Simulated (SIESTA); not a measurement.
Crystal: In.

```
CELL_PARAMETERS angstrom
-1.62547 1.62547 2.47370
1.62547 -1.62547 2.47370
1.62547 1.62547 -2.47370
ATOMIC_POSITIONS crystal
In 0.00000 0.00000 0.00000
```

Base run:

| Quantity | Value |
| --- | --- |
| Program | SIESTA 5.4.2 |
| Functional | PBE |
| Potentials or basis | PseudoDojo 0.4 standard (PBE files) |
| Basis | DZDP (energy shift 0.003 Ry; two zetas on semicore shells) |
| Grid cutoff | 500 Ry |
| Energy shift | 0.003 Ry |
| k mesh | 11 × 11 × 11 |
| Occupations | fermi-dirac, width 0.05 eV |
| Spin | no spin polarisation |

Its results: band gap on the k mesh none (metal or under the smearing width); pressure 2.4 GPa.

Problem. The run is repeated on the same cell with these changes: basis from DZDP (energy shift 0.003 Ry; two zetas on semicore shells) to SZP (energy shift 0.003 Ry; radii capped at 9.5 bohr). What comes out?

Solution. Band gap on the k mesh none (metal or under the smearing width); pressure 3.9 GPa.

Caveats: spin-orbit coupling is left out, which moves the levels of the heavy elements; the basis of atomic orbitals isn't converged, which shifts pressures, moduli and gaps.
